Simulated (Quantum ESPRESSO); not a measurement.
Crystal: Li.

```xyz
1
Lattice="-1.7547 1.7547 1.7547 1.7547 -1.7547 1.7547 1.7547 1.7547 -1.7547" Properties=species:S:1:pos:R:3 pbc="T T T"
Li    0.0000    0.0000    0.0000
```

Base run:

```yaml
Program: Quantum ESPRESSO 7.5
Functional: PBE
Potentials_or_basis: SG15 PBE 1.2
Cutoff: 952 eV
Density_cutoff: 3810 eV
k_mesh: 9 × 9 × 9
Occupations: fermi-dirac, width 0.05 eV
Spin: no spin polarisation
```

Its results: band gap on the k mesh none (metal or under the smearing width); pressure -0.8 GPa.

**Question.** The run is repeated on the same cell with these changes: k mesh from 9 × 9 × 9 to 4 × 4 × 4; spin from no spin polarisation to non-collinear spin, ferromagnetic start. What comes out?

**Answer.** Band gap on the k mesh none (metal or under the smearing width); pressure -0.5 GPa; net moment 0.41 μB per cell.

Several settings changed at once, so the effect can't be laid on one alone.

Caveats: some runs use coarse meshes; non-collinear GGA energies in this program can be off by tens of meV an atom and hang on the start (some runs).

Not every run made on this cell is shown here.
